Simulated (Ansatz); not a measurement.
# Band topology of BaTe with spin–orbit coupling — Ansatz, plane waves and PAW

Space group Fm-3m (No. 225), 2 atoms in the cell of the first input below: a = 4.822 Å, b = 4.822 Å, c = 4.822 Å, α = 60.00°, β = 60.00°, γ = 60.00°.

The cell was built from a prototype of a structure type listed for this compound, at its measured volume, taken without relaxation (pressure 3.8 GPa with this functional, without spin–orbit coupling). Functional: PBE.

Input:

```yaml
crystal:
  lattice:
    - [0.0, 3.409999398, 3.409999398]
    - [3.409999398, 0.0, 3.409999398]
    - [3.409999398, 3.409999398, 0.0]
  atoms:
    - { symbol: Ba, position: [0.5, 0.5, 0.5] }
    - { symbol: Te, position: [0.0, 0.0, 0.0] }
basis:
  ecutwfc: 420
  ecutrho_ratio: 4
kpoints:
  mp_grid: { grid: [6, 6, 6] }
hamiltonian:
  xc: pbe
scf:
  occupations: { method: gaussian, width: 0.05 }
output:
  forces: true
  stress: true
  eigenvalues: true
  populations: true
  topological_invariants: true
magnetization:
  noncollinear: true
  spin_orbit: true
```

```bash
ansatz run input.yaml --threads 4 --pin off --max-ram 9216MiB --backend cpu --events-out ev --progress --plain --runs-dir out
```

Time: 22 s on 4 threads of Intel(R) Xeon(R) Platinum 8488C (Sapphire Rapids) (shared host), peak memory 0.95 GiB.

Without spin–orbit coupling the gap on a 8×8×8 mesh is 1.43 eV. With it, in a separate run (self-consistent on 6×6×6, bands on 14×14×14), a gap of 1.15 eV parts the filled from the empty bands (a gap on a mesh is an upper bound, as the edges may lie between its points, so gaps on unlike meshes don't measure the coupling's effect alone). The indices are those of the lowest 26 bands, and their direct separation from the next band is open.

Odd-parity bands among them at the eight time-reversal-invariant momenta (inversion centre at 0.000 0.000 0.000):

```
          k  odd bands
0.0 0.0 0.0         12
0.0 0.0 0.5          8
0.0 0.5 0.0          8
0.0 0.5 0.5         12
0.5 0.0 0.0          8
0.5 0.0 0.5         12
0.5 0.5 0.0         12
0.5 0.5 0.5          8
```

What are the Z2 indices by the rule of Fu and Kane?

Each Kramers pair counts once, so δ = (−1)^(odd bands / 2): +, +, +, +, +, +, +, +. The product of all eight gives ν0, the products over the planes k_i = 1/2 the weak indices: (0;000). The Wilson-loop planes give (0;000).

The cell is scaled in volume by 0.96 and 1.05 with the atoms carried along. Do the indices change?

No.

| volume ratio | pressure with spin–orbit coupling (GPa) | smallest direct separation sampled (eV) | at k | separation | Z2 |
| --- | --- | --- | --- | --- | --- |
| 0.96 | 5.8 | 1.354 | 0.00 -0.50 -0.50 | open | (0;000) |
| 1.00 | 3.8 | 1.478 | 0.00 -0.50 -0.50 | open | (0;000) |
| 1.05 | 1.8 | 1.609 | 0.00 -0.50 -0.50 | open | (0;000) |

Caveats: Kohn–Sham gaps are too small; Z2 indices don't see topology that rests on crystal symmetry, and an even number of inversions cancels; the cell shown stands at 3.8 GPa, so it isn't this functional's equilibrium.

BaTe comes out as a topologically trivial semiconductor, as expected for an ionic rock-salt telluride with filled Te 5p and largely empty Ba 5d states. The change from 12 odd bands at Γ and X to 8 at L isn't a band inversion. With the inversion centre on Te, the Bloch phase on the Ba sublattice reverses the parity of the Ba 5s and 5p semicore states at L, and the filled atomic shells account for every count.

The smallest sampled direct separation lies at X and exceeds the overall gap, so the gap is indirect, probably from Te 5p at Γ to Ba 5d at X. The separation at X shrinks steadily on compression, which suggests that the Ba 5d band broadens and its lower edge falls towards the Te 5p states. It remains 1.354 eV at the smallest volume, far from a p–d inversion. The scan supports a trivial phase only within the rock-salt structure and says nothing about the CsCl-type phase formed under pressure.
